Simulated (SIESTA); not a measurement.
## TiO2: equation of state with PBEsol

The system is TiO2.

```
Ti O
1.0
     4.81270    0.00000    0.00000
     0.00000    4.87188    0.00000
    -0.86289    0.00000    4.96659
Ti O
4 8
Direct
  0.27744 0.05281 0.21315
  0.72256 0.55281 0.28685
  0.72256 0.94719 0.78685
  0.27744 0.44719 0.71315
  0.06384 0.17697 0.85156
  0.93616 0.67697 0.64844
  0.93616 0.82303 0.14844
  0.06384 0.32303 0.35156
  0.44536 0.75763 0.46677
  0.55464 0.25763 0.03323
  0.55464 0.24237 0.53323
  0.44536 0.74237 0.96677
```

The cell comes from a database or a generator and needn't be the stable form of this composition.

```yaml
Program: SIESTA 5.4.2
Task: equation of state
Functional: PBEsol
Potentials_or_basis: PseudoDojo 0.4 standard (PBEsol files)
Basis: DZP (energy shift 0.003 Ry; two zetas on semicore shells)
Grid_cutoff: 800 Ry
Energy_shift: 0.003 Ry
k_mesh: 4 × 4 × 4
Occupations: fermi-dirac, width 0.05 eV
Spin: no spin polarisation
```

```json
{
 "Equilibrium volume": "9.69 Å³/atom",
 "Bulk modulus at fixed shape and positions": "259 GPa",
 "Pressure derivative of the bulk modulus": "4.3"
}
```

Energy against volume, from the lowest point:
```
volume (Å³/atom)  energy (meV/atom)
           9.122              29.81
           9.316              12.40
           9.510               2.73
           9.704               0.00
           9.898               3.53
          10.092              12.67
```

All runs of the series together: 37 min on 1 thread of Intel(R) Xeon(R) Platinum 8259CL CPU @ 2.50GHz (Skylake/Cascade Lake), on a shared host.

Caveat: the cell was scaled at fixed shape and fractional positions, which overstates the stiffness of a crystal with free parameters, most of all of layers and chains; the basis of atomic orbitals isn't converged, which shifts pressures, moduli and gaps.
